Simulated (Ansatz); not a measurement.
**AgBr: levels along high-symmetry lines**

```
Ag Br
1.0
     0.00000    2.88605    2.88605
     2.88605    0.00000    2.88605
     2.88605    2.88605    0.00000
Ag Br
1 1
Direct
  0.50000 0.50000 0.50000
  0.00000 0.00000 0.00000
```

Atoms are numbered in the order listed.

Conventional cell: a = 5.772 Å, b = 5.772 Å, c = 5.772 Å, α = 90.00°, β = 90.00°, γ = 90.00°. Ag (atom 1) has 6 Br at 2.89 Å as nearest neighbours. Around Br (atom 2) lie 6 Ag at 2.89 Å.

The cell is COD entry 9011682, as deposited and not checked against the literature; nothing was relaxed.

Level of theory: DFT, PBE, all-electron LAPW, scalar-relativistic (Ansatz 0.2.0).

The runs use a Γ-centred 7×7×7 k mesh, Fermi–Dirac smearing of 0.02 eV, basis error target 0.5 meV/atom, no spin polarisation.

Points in fractions of the reciprocal vectors of this cell: Γ (0, 0, 0), X (0.5, 0, 0.5), U (0.625, 0.25, 0.625), K (0.375, 0.375, 0.75), L (0.5, 0.5, 0.5), W (0.5, 0.25, 0.75). The path joins them by straight lines in the order Γ–X–U–K–Γ–L–W–X; legs that retrace an earlier one aren't tabulated. Energies are in eV from the top of the valence band.

Is there a gap, and where are the band edges?

0.68 eV, indirect from L (0.5, 0.5, 0.5) to Γ.

List the levels between -14 and 6.5 eV at the symmetry points.


Γ: -2.73 (×5), -1.88 (×3), 0.68
X: -4.16, -2.99, -2.75 (×2), -2.57, -2.33 (×2), -2.24, 1.64
U: -4.09, -4.02, -3.70, -2.59, -2.38, -2.17, -1.97, -1.17, 2.98
K: -4.09, -4.02, -3.70, -2.59, -2.38, -2.17, -1.97, -1.17, 2.98
L: -5.13, -4.07 (×2), -2.43 (×2), -2.10, 0.00 (×2), 3.78, 6.50
W: -4.10, -3.84 (×2), -2.33, -2.33, -2.23 (×2), -1.48, 3.77

Kohn–Sham gaps of semilocal functionals usually fall short of measured ones.
